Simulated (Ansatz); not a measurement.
**InAs: how the settings move a single-point run**

Question: which choices in the input matter for InAs?

The COD entry's cell or inner coordinates are ideal or old and differ from later refinements, so a difference from it is no clean test against experiment.

Program: Ansatz 0.2.0. Level of theory: reference: DFT, PBEsol, PAW with Ansatz's default frozen-core files, scalar-relativistic. These are calculated values, not measurements.

### Step 1. Starting point

The structure is cubic, space group F-43m (No. 216). The conventional cell has a = 6.048 Å, b = 6.048 Å, c = 6.048 Å, α = 90.00°, β = 90.00°, γ = 90.00°. In (site symmetry -43m) is surrounded by 4 As at 2.62 Å. As (site symmetry -43m) has 4 In at 2.62 Å in its first shell of neighbours.

Structure file:

```
CELL_PARAMETERS angstrom
0.00000 3.02400 3.02400
3.02400 0.00000 3.02400
3.02400 3.02400 0.00000
ATOMIC_POSITIONS crystal
In 0.00000 0.00000 0.00000
As 0.75000 0.75000 0.75000
```

### Step 2. The reference run

The input, input.yaml:

```yaml
crystal:
  lattice:
    - [0.0, 3.024, 3.024]
    - [3.024, 0.0, 3.024]
    - [3.024, 3.024, 0.0]
  atoms:
    - { symbol: In, position: [0.0, 0.0, 0.0] }
    - { symbol: As, position: [0.75, 0.75, 0.75] }
kpoints:
  mp_grid: { grid: [10, 10, 10] }
  band_path:
    path:
      - [0.0, 0.0, 0.0]
      - [-0.5, -0.5, 0.0]
      - [-0.375, -0.375, 0.25]
      - [-0.375, 0.0, 0.375]
      - [0.0, 0.0, 0.0]
      - [0.0, 0.0, 0.5]
      - [-0.5, -0.25, 0.25]
      - [-0.5, -0.5, 0.0]
    npoints: 5
scf:
  occupations: { method: fermi_dirac, width: 0.08 }
hamiltonian:
  xc: pbesol
  pseudopotentials: { kind: paw }
output:
  forces: true
  stress: true
  eigenvalues: true
  efg: { contact_densities: true }
  write_density: true
  write_potential: true
  elf: true
  volumetric_format: npy
```

Started as:

```
$ ansatz run input.yaml --threads 1 --pin off --max-ram 2048MiB --backend cpu --events-out ev --progress --plain --runs-dir out
```

### Step 3. Variant: occupations.method cold, occupations.width 0.001, eigensolver.kind davidson, basis.precision f64, accuracy low

Changes to input.yaml since step 2:

```diff
@@ -22,3 +22,4 @@
 scf:
-  occupations: { method: fermi_dirac, width: 0.08 }
+  occupations: { method: cold, width: 0.001 }
+  eigensolver: { kind: davidson }
 hamiltonian:
@@ -35 +36,4 @@
   volumetric_format: npy
+basis:
+  precision: f64
+accuracy: low
```

**Question.** What will these runs give? Wanted: for each run, ending; energy change; pressure; gap; force.

As calculated:

```csv
run,ending,energy change,pressure (GPa),gap (eV),force (eV/Å),cycles,time
reference,converged,0,1.1,0.00,0.00,6,4.6 s
"1: occupations.method cold, occupations.width 0.001, eigensolver.kind davidson, basis.precision f64, accuracy low",converged,+0.1 meV/atom (σ→0),1.1,0.00,0.00,7,5.4 s
```

Residual by cycle in the longest SCF loop of each run; runs are numbered as in the table. The quantity is the density residual dr2, in eV.

```csv
cycle,reference,run 1
1,0.0186,0.0194
2,0.00104,0.00336
3,1.4e-4,0.00115
4,1.4e-5,2.8e-4
5,1.0e-7,4.8e-5
6,5.0e-9,1.9e-6
7,-,2.6e-8
```

What this shows: Changing the smearing, solver and arithmetic precision hardly moves the energy: +0.1 meV/atom. Cost: 7 SCF cycles against 6. Semilocal functionals close small gaps, so the missing gap need not be the real solid's.
